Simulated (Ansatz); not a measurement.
GeO2 (rutile)

```
CELL_PARAMETERS angstrom
      4.48750     0.00000     0.00000
      0.00000     4.48750     0.00000
      0.00000     0.00000     2.90497
ATOMIC_POSITIONS crystal
  Ge 0.00000 0.00000 0.00000
  Ge 0.50000 0.50000 0.50000
  O  0.30714 0.30714 0.00000
  O  0.80714 0.19286 0.50000
  O  0.19286 0.80714 0.50000
  O  0.69286 0.69286 0.00000
```

This relaxed cell (volume V₀) is scaled evenly in all directions, its shape held. The atoms relax within the cell's symmetry.

These are PBE (plane waves to 420 eV, PAW, scalar-relativistic; Ansatz, an electronic-structure program) values and carry that method's errors. k mesh 8×8×11 (Γ-centred), Fermi-Dirac smearing 0.05 eV. The energy includes the smearing's −TS. Stress and pressure are positive under compression. With the shape held, the modulus is that of even scaling; a crystal free to change shape is softer. GeO2 was relaxed with its symmetry unable to fall. ΔE is measured from the relaxed starting cell.

```tsv
V (Å³/atom)	ΔE (meV/atom)
8.775	79.3
8.970	48.6
9.165	26.2
9.360	11.2
9.555	2.7
9.750	0.0
9.945	2.5
10.140	9.5
10.335	20.6
10.530	35.3
10.725	withheld
```

Fit a third-order Birch-Murnaghan form (E₀, V₀, B₀, B₀′ free) to the given rows and predict ΔE at V = 10.725.

Least squares on the 10 given rows: ΔE = E₀ + (9V₀B₀/16)·y²·[2 + (B₀′ − 4)y], y = (V₀/V)^(2/3) − 1, with V₀ = 9.750 Å³/atom, B₀ = 211.2 GPa (160.2 GPa = 1 eV/Å³; the term in eV is multiplied by 1000), B₀′ = 4.95, E₀ = 0.01 meV/atom; root-mean-square residual 0.04 meV/atom. At 10.725 the fit gives 53.2 meV/atom; the calculation gives 53.1 meV/atom, so the extrapolation is off by 0.1 (+0.2 %). For the pressure the fit gives -15.9 GPa against the computed -15.8 GPa.

(A scan under strain: stresses follow from slopes of the energy per volume, elastic moduli from its curvatures.)
